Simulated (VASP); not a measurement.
# KMgF3 (Pm-3m) in VASP: single point with PBEsol

Aim: the single point of KMgF3 with PBEsol.

Everything below comes from runs of VASP 6.6.1. Logs are shortened: lines on timing, memory, paths and dates and some standing lists are left out, and cuts for length are marked.

## (1) Starting point

It takes space group Pm-3m (No. 221, cubic). The conventional cell has a = 3.986 Å, b = 3.986 Å, c = 3.986 Å, α = 90.00°, β = 90.00°, γ = 90.00°. K (site symmetry m-3m) has 12 F at 2.82 Å as nearest neighbours. Around Mg (site symmetry m-3m) lie 6 F at 1.99 Å. F (site symmetry 4/mmm) has 2 Mg at 1.99 Å as nearest neighbours.

## (2) Single point, PBEsol

INCAR

```
PREC     = Accurate       # precision mode
ENCUT    = 520            # plane-wave cutoff, eV
EDIFF    = 1E-6           # SCF threshold, eV
ISMEAR   = 0              # smearing method
SIGMA    = 0.05           # smearing width, eV
LREAL    = F              # projectors in reciprocal space
LASPH    = T              # aspherical terms in the spheres
NELM     = 100            # most SCF steps
ALGO     = Normal         # electronic algorithm
ISIF     = 2              # what is computed and relaxed
LWAVE    = F              # write WAVECAR
LCHARG   = F              # write CHGCAR
GGA      = PS             # functional
NBANDS   = 24             # bands
```

KPOINTS

```
regular mesh
0
Gamma
  6 6 6
```

POSCAR

```
KMgF3
1.0
    3.9859000000      0.0000000000      0.0000000000
    0.0000000000      3.9859000000      0.0000000000
    0.0000000000      0.0000000000      3.9859000000
K Mg F
1 1 3
Direct
    0.5000000000      0.5000000000      0.5000000000
    0.0000000000      0.0000000000      0.0000000000
    0.5000000000      0.0000000000      0.0000000000
    0.0000000000      0.5000000000      0.0000000000
    0.0000000000      0.0000000000      0.5000000000
```

Potentials or basis: VASP PAW PBE potentials, release 64 (K_sv, Mg, F).

Started as:

```console
$ cat potpaw_PBE.64/K_sv/POTCAR potpaw_PBE.64/Mg/POTCAR potpaw_PBE.64/F/POTCAR > POTCAR
$ mpirun -np 1 vasp_std > vasp.out
```

OUTCAR:

```text
PREC = Accurate
   ENCUT = 520
   EDIFF = 1E-6
   ISMEAR = 0
   LREAL = F
   LASPH = T
   NELM = 100
   ISIF = 2
   GGA = PS

 ion  position               nearest neighbor table
   1  0.500  0.500  0.500-   3 2.82   4 2.82   5 2.82   3 2.82   4 2.82   3 2.82   5 2.82   3 2.82
                             4 2.82   5 2.82   4 2.82   5 2.82   2 3.45   2 3.45   2 3.45   2 3.45
   2  0.000  0.000  0.000-   3 1.99   4 1.99   5 1.99   5 1.99   4 1.99   3 1.99   1 3.45   1 3.45
                             1 3.45   1 3.45   1 3.45   1 3.45   1 3.45   1 3.45
   3  0.500  0.000  0.000-   2 1.99   2 1.99   1 2.82   1 2.82   1 2.82   1 2.82
   4  0.000  0.500  0.000-   2 1.99   2 1.99   1 2.82   1 2.82   1 2.82   1 2.82
   5  0.000  0.000  0.500-   2 1.99   2 1.99   1 2.82   1 2.82   1 2.82   1 2.82

  LATTYP: Found a simple cubic cell.
 ALAT       =     3.9859000000

  Lattice vectors:

 A1 = (   3.9859000000,   0.0000000000,   0.0000000000)
 A2 = (   0.0000000000,   3.9859000000,   0.0000000000)
 A3 = (   0.0000000000,   0.0000000000,   3.9859000000)

Analysis of symmetry for initial positions (statically):
=====================================================================
 Subroutine PRICEL returns:
 Original cell was already a primitive cell.

 Routine SETGRP: Setting up the symmetry group for a
 simple cubic supercell.

 Subroutine GETGRP returns: Found 48 space group operations
 (whereof 48 operations were pure point group operations)
 out of a pool of 48 trial point group operations.

The static configuration has the point symmetry O_h .

Analysis of symmetry for dynamics (positions and initial velocities):
=====================================================================
 Subroutine PRICEL returns:
 Original cell was already a primitive cell.

 Routine SETGRP: Setting up the symmetry group for a
 simple cubic supercell.

 Subroutine GETGRP returns: Found 48 space group operations
 (whereof 48 operations were pure point group operations)
 out of a pool of 48 trial point group operations.

The dynamic configuration has the point symmetry O_h .

 Subroutine INISYM returns: Found 48 space group operations
 (whereof 48 operations are pure point group operations),
 and found     1 'primitive' translations

----------------------------------------------------------------------------------------

                                     Primitive cell

  volume of cell :      63.3256

  direct lattice vectors                    reciprocal lattice vectors
     3.985900000  0.000000000  0.000000000     0.250884367  0.000000000  0.000000000
     0.000000000  3.985900000  0.000000000     0.000000000  0.250884367  0.000000000
     0.000000000  0.000000000  3.985900000     0.000000000  0.000000000  0.250884367

  length of vectors
     3.985900000  3.985900000  3.985900000     0.250884367  0.250884367  0.250884367

  position of ions in fractional coordinates (direct lattice)
     0.500000000  0.500000000  0.500000000
     0.000000000  0.000000000  0.000000000
     0.500000000  0.000000000  0.000000000
     0.000000000  0.500000000  0.000000000
     0.000000000  0.000000000  0.500000000

  ion indices of the primitive-cell ions
   primitive index   ion index
                 1           1
                 2           2
                 3           3
                 4           4
                 5           5

----------------------------------------------------------------------------------------

 KPOINTS: regular mesh

Automatic generation of k-mesh.
 Grid dimensions read from file:
 generate k-points for:    6    6    6

 Generating k-lattice:

  Cartesian coordinates                     Fractional coordinates (reciprocal lattice)
     0.041814061  0.000000000  0.000000000     0.166666667  0.000000000  0.000000000
     0.000000000  0.041814061  0.000000000     0.000000000  0.166666667  0.000000000
     0.000000000  0.000000000  0.041814061     0.000000000  0.000000000  0.166666667

  Length of vectors
     0.041814061  0.041814061  0.041814061

  Shift w.r.t. Gamma in fractional coordinates (k-lattice)
     0.000000000  0.000000000  0.000000000

 Subroutine IBZKPT returns following result:
 ===========================================

 Found     20 irreducible k-points:

 Following reciprocal coordinates:
            Coordinates               Weight
  0.000000  0.000000  0.000000      1.000000
  0.166667  0.000000  0.000000      6.000000
  0.333333  0.000000  0.000000      6.000000
  0.500000  0.000000  0.000000      3.000000
  0.166667  0.166667  0.000000     12.000000
  0.333333  0.166667  0.000000     24.000000
[... 12 lines left out ...]
  0.500000  0.500000  0.333333      6.000000
  0.500000  0.500000  0.500000      1.000000
   k-points           NKPTS =     20   k-points in BZ     NKDIM =     20   number of bands    NBANDS=     24
   number of dos      NEDOS =    301   number of ions     NIONS =      5
   total plane-waves  NPLWV =  27000
   dimension x,y,z NGX =    30 NGY =   30 NGZ =   30
   dimension x,y,z NGXF=    60 NGYF=   60 NGZF=   60
   ions per type =               1   1   3
   NGX,Y,Z   is equivalent  to a cutoff of  12.51, 12.51, 12.51 a.u.
   NGXF,Y,Z  is equivalent  to a cutoff of  25.03, 25.03, 25.03 a.u.
 SYSTEM =  unknown system
   PREC   = accura    normal or accurate (medium, high low for compatibility)
   ISTART =      0    job   : 0-new  1-cont  2-samecut
   ICHARG =      2    charge: 1-file 2-atom 10-const
   ISPIN  =      1    spin polarized calculation?
   LNONCOLLINEAR =      F non collinear calculations
   LSORBIT =      F    spin-orbit coupling
   LASPH  =      T    aspherical Exc in radial PAW
   ENCUT  =  520.0 eV  38.22 Ry    6.18 a.u.   7.41  7.41  7.41*2*pi/ulx,y,z
   NELM   =    100;   NELMIN=  2; NELMDL= -5     # of ELM steps
   EDIFF  = 0.1E-05   stopping-criterion for ELM
   LREAL  =      F    real-space projection
   EDIFFG = 0.1E-04   stopping-criterion for IOM
   NSW    =      0    number of steps for IOM
   IBRION =     -1    ionic relax: 0-MD 1-quasi-New 2-CG
   NFREE  =      0    steps in history (QN), initial steepest desc. (CG)
   ISIF   =      2    stress and relaxation
   ISYM   =      2    0-nonsym 1-usesym 2-fastsym
   POTIM  = 0.5000    time-step for ionic-motion
   TEBEG  =    0.0;   TEEND  =   0.0 temperature during run
   PSTRESS=    0.0 pullay stress
   NELECT =      32.0000    total number of electrons
   NUPDOWN=      -1.0000    fix difference up-down
   EMIN   =  10.00;   EMAX   =-10.00  energy-range for DOS
   EFERMI =   0.00;   METHOD = LEGACY
   ISMEAR =     0;   SIGMA  =   0.05  broadening in eV -4-tet -1-fermi 0-gaus
   EFERMI_NEDOS =   21; number of points for ismear=-14 and -15
   IALGO  =     38    algorithm
   IMIX   =      4    mixing-type and parameters
     AMIX     =   0.40;   BMIX     =  1.00
     AMIX_MAG =   1.60;   BMIX_MAG =  1.00
  volume/ion in A,a.u.               =      12.67        85.47
  Fermi-wavevector in a.u.,A,eV,Ry     =   1.303962  2.464132 23.134232  1.700318
  Thomas-Fermi vector in A             =   2.434930
   LORBIT       =      0    0 simple, 1 ext, 2 COOP (PROOUT), +10 PAW based schemes
   GGA     = PS    functional components
   LHFCALC =     F    Hartree Fock is set to
   AEXX    =    0.0000 exact exchange contribution
   IVDW    =     0    specifies the selected vdW correction
   LEPSILON=     F    determine dielectric tensor
   LRPA    =     F    only Hartree local field effects (RPA)
 non-spin polarized calculation
 Gauss-broadening in eV      SIGMA  =   0.05
  energy-cutoff  :      520.00
  volume of cell :       63.33
 maximum number of plane-waves:      1743
 NGX is ok and might be reduce to    30
   NGX = 15   NGY = 15   NGZ = 15

 number of electron      31.9999958 magnetization

 Free energy of the ion-electron system (eV)
  ---------------------------------------------------
  ext. energy  EPLUGINS =         0.00000000
  ---------------------------------------------------
  free energy    TOTEN  =       -25.26301018 eV

  energy without entropy =      -25.26301018  energy(sigma->0) =      -25.26301018

 E-fermi :  -1.4208     XC(G=0):  -9.9449

 val. band max:       -1.7065324875   @ k =   0.5000   0.5000   0.5000
 cond. band min:       5.4158981847   @ k =   0.0000   0.0000   0.0000
 fundamental gap:      7.1224306722
 Fermi energy:        -1.4207906867

 k-point     1 :       0.0000    0.0000    0.0000
  band No.  band energies     occupation
      1     -27.1832      2.00000
      2     -21.7180      2.00000
      3     -21.0485      2.00000
      4     -21.0485      2.00000
      5     -10.7479      2.00000
      6     -10.7479      2.00000
[... 16 lines left out ...]
     23      12.1601      0.00000
     24      15.0186      0.00000

 k-point     2 :       0.1667    0.0000    0.0000
  band No.  band energies     occupation
      1     -27.1758      2.00000
      2     -21.6877      2.00000
      3     -21.0864      2.00000
      4     -21.0456      2.00000
      5     -10.7437      2.00000
      6     -10.7333      2.00000
[... 16 lines left out ...]
     23      12.1544      0.00000
     24      14.9019      0.00000

 k-point     3 :       0.3333    0.0000    0.0000
  band No.  band energies     occupation
      1     -27.1608      2.00000
      2     -21.6129      2.00000
      3     -21.1765      2.00000
      4     -21.0413      2.00000
      5     -10.7354      2.00000
      6     -10.7038      2.00000
[... 16 lines left out ...]
     23      12.1300      0.00000
     24      14.5471      0.00000

 k-point     4 :       0.5000    0.0000    0.0000
  band No.  band energies     occupation
      1     -27.1532      2.00000
      2     -21.5618      2.00000
      3     -21.2347      2.00000
      4     -21.0382      2.00000
      5     -10.7312      2.00000
      6     -10.6888      2.00000
[... 16 lines left out ...]
     23      12.6743      0.00000
     24      13.6133      0.00000

 k-point     5 :       0.1667    0.1667    0.0000
  band No.  band energies     occupation
      1     -27.1688      2.00000
      2     -21.6555      2.00000
      3     -21.1014      2.00000
      4     -21.0646      2.00000
      5     -10.7651      2.00000
      6     -10.7193      2.00000
[... 16 lines left out ...]
     23      12.1905      0.00000
     24      14.3164      0.00000

 k-point     6 :       0.3333    0.1667    0.0000
  band No.  band energies     occupation
      1     -27.1549      2.00000
      2     -21.5763      2.00000
      3     -21.1811      2.00000
      4     -21.0680      2.00000
      5     -10.7676      2.00000
      6     -10.7107      2.00000
[... 16 lines left out ...]
     23      12.2400      0.00000
     24      13.8776      0.00000
[... 271 lines left out ...]
 k-point    17 :       0.3333    0.3333    0.3333
  band No.  band energies     occupation
      1     -27.1297      2.00000
      2     -21.3828      2.00000
      3     -21.1920      2.00000
      4     -21.1920      2.00000
      5     -10.8610      2.00000
      6     -10.8610      2.00000
[... 16 lines left out ...]
     23      13.1160      0.00000
     24      13.8314      0.00000

 k-point    18 :       0.5000    0.3333    0.3333
  band No.  band energies     occupation
      1     -27.1252      2.00000
      2     -21.3196      2.00000
      3     -21.2432      2.00000
      4     -21.1874      2.00000
      5     -10.8862      2.00000
      6     -10.8801      2.00000
[... 16 lines left out ...]
     23      12.5306      0.00000
     24      13.5087      0.00000

 k-point    19 :       0.5000    0.5000    0.3333
  band No.  band energies     occupation
      1     -27.1212      2.00000
      2     -21.2486      2.00000
      3     -21.2405      2.00000
      4     -21.2405      2.00000
      5     -10.9139      2.00000
      6     -10.9139      2.00000
[... 16 lines left out ...]
     23      12.8772      0.00000
     24      12.8772      0.00000

 k-point    20 :       0.5000    0.5000    0.5000
  band No.  band energies     occupation
      1     -27.1176      2.00000
      2     -21.2355      2.00000
      3     -21.2355      2.00000
      4     -21.2355      2.00000
      5     -10.9431      2.00000
      6     -10.9431      2.00000
[... 16 lines left out ...]
     23      13.2448      0.00000
     24      13.2448      0.00000

------------------------ aborting loop because EDIFF is reached ----------------------------------------

  FORCE on cell =-STRESS in cart. coord.  units (eV):
  Direction    XX          YY          ZZ          XY          YZ          ZX
  --------------------------------------------------------------------------------------
  -------------------------------------------------------------------------------------
  Total       -0.0340150     -0.0340150     -0.0340150      0.0000000      0.0000000     -0.0000000
  in kB       -0.8605999     -0.8605999     -0.8605999      0.0000000      0.0000000     -0.0000000
  external PRESSURE =      -0.8605999 kB  Pullay stress =       0.0000000 kB

 VOLUME and BASIS-vectors are now :
 -----------------------------------------------------------------------------
  energy-cutoff  :      520.00
  volume of cell :       63.33
      direct lattice vectors                 reciprocal lattice vectors
     3.985900000  0.000000000  0.000000000     0.250884367  0.000000000  0.000000000
     0.000000000  3.985900000  0.000000000     0.000000000  0.250884367  0.000000000
     0.000000000  0.000000000  3.985900000     0.000000000  0.000000000  0.250884367

 POSITION                                       TOTAL-FORCE (eV/Angst)
 -----------------------------------------------------------------------------------
      1.99295      1.99295      1.99295         0.000000      0.000000      0.000000
      0.00000      0.00000      0.00000         0.000000      0.000000      0.000000
      1.99295      0.00000      0.00000         0.000000      0.000000      0.000000
      0.00000      1.99295      0.00000         0.000000      0.000000      0.000000
      0.00000      0.00000      1.99295         0.000000      0.000000      0.000000
 -----------------------------------------------------------------------------------
    total drift:                                0.000000     -0.000000      0.000000

  FREE ENERGIE OF THE ION-ELECTRON SYSTEM (eV)
  ---------------------------------------------------
  free  energy   TOTEN  =       -25.2630101759 eV

  energy  without entropy=      -25.2630101759  energy(sigma->0) =      -25.26301018
```

Wall time 17 s (1 thread of AMD EPYC 9R45 (Zen 5), shared host); peak memory 0.14 GiB.

Results:

| Item | Value |
| --- | --- |
| Free energy | -25.2630 eV |
| Pressure | -0.1 GPa |
| Band gap on the k mesh | 7.12 eV, indirect (least direct gap 7.45 eV) |

Levels at points of the mesh, in eV from the valence-band top:
```csv
k point,band 13,band 14,band 15,band 16,band 17,band 18,band 19,band 20
"(0.00, 0.00, 0.00)",-0.63,-0.32,-0.32,-0.32,7.12,9.94,9.94,12.14
"(0.50, 0.00, 0.00)",-0.88,-0.88,-0.54,-0.54,9.96,10.29,11.01,12.74
"(0.50, 0.50, 0.00)",-1.06,-0.91,-0.91,-0.02,10.81,11.58,12.44,12.44
"(0.50, 0.50, 0.50)",-1.13,0.00,0.00,0.00,10.31,10.31,10.31,13.80
```

Caveat: the PAW data sets were made with another functional, which shifts forces and pressure a little. PBEsol gaps usually lie below the measured ones, often by a third to a half.
